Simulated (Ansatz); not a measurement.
## Si: Ti on a Si site

Level of theory: PBEsol, no spin polarisation, scalar-relativistic; Ansatz, plane waves to 420 eV (PAW set soft_2), k-mesh 2×2×2 shifted by half a step.

The relaxed host crystal (Kohn–Sham gap 0.46 eV):

```xyz
2
Lattice="0.0000 2.7169 2.7169 2.7169 0.0000 2.7169 2.7169 2.7169 0.0000" Properties=species:S:1:pos:R:3 pbc="T T T"
Si    1.3585    1.3585    1.3585
Si    0.0000    0.0000    0.0000
```

Supercell of 32 atoms, rows of the matrix [[-1,-1,-1],[-1,-1,3],[-1,3,-1]] times the cell vectors; Ti on a Si site at (0.250, 0.250, 0.250) in fractions of the cell above. Atoms are relaxed at the host's cell.

Distances from the Ti atom (Å), by shell of the perfect crystal:

| shell | perfect crystal | relaxed, charge 0 |
| --- | --- | --- |
| 4 Si | 2.35 | 2.49 |

```tsv
charge	gap of the cell on the mesh (eV)	carriers
0	0.88	none in the bands
```

On this mesh the host's own supercell has a gap of 1.27 eV.

Formation energy of the neutral defect: 2.39 eV, taking atoms from and to the elements' standard states (no corrections for gases), so it belongs to those chemical potentials alone.

Caveats: semilocal functionals make gaps too small, which shifts levels too; small supercell, so energies and levels can be off by tenths of an eV; the atoms kept the symmetry of the start, so a distorted state could lie lower.
